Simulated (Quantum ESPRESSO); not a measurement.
CdS under changes of volume

One of the cells (20.871 Å³/atom); the others are scaled copies at fixed shape and fractional positions:

```
CELL_PARAMETERS angstrom
0.00000 2.75324 2.75324
2.75324 0.00000 2.75324
2.75324 2.75324 0.00000
ATOMIC_POSITIONS crystal
Cd 0.00000 0.00000 0.00000
S 0.50000 0.50000 0.50000
```

Measurements of this composition are mostly on another form, of space group No. 186.

| Quantity | Value |
| --- | --- |
| Program | Quantum ESPRESSO 7.5 |
| Functional | PBE |
| Potentials or basis | SSSP 1.3 efficiency PBE |
| Cutoff | 816 eV |
| Density cutoff | 6531 eV |
| k mesh | 8 × 8 × 8 |
| Occupations | fermi-dirac, width 0.05 eV |
| Spin | no spin polarisation |

| volume (Å³/atom) | energy over the lowest point (meV/atom) | pressure (GPa) |
| --- | --- | --- |
| 19.618 | 16.38 | 4.7 |
| 20.036 | 6.43 | 2.8 |
| 20.453 | 1.14 | 1.1 |
| 20.871 | 0.00 | -0.4 |
| 21.288 | ? | ? |
| 21.705 | 8.41 | -2.9 |
| 22.123 | 17.21 | -3.9 |

What does the run at 21.288 Å³/atom give?

Energy over the lowest point 2.56 meV/atom; pressure -1.7 GPa.

Worked out: A Birch-Murnaghan fit of order 3 (a polynomial in V^(-2/3)) to the other rows has its minimum at 20.78 Å³/atom with B0 = V·E''(V) = 72 GPa and B' = 4.7. It gives 2.56 meV/atom at 21.288 Å³/atom, against the run's 2.56, and -dE/dV = -1.6 GPa, against -1.7.

Energies are extrapolated to zero smearing.
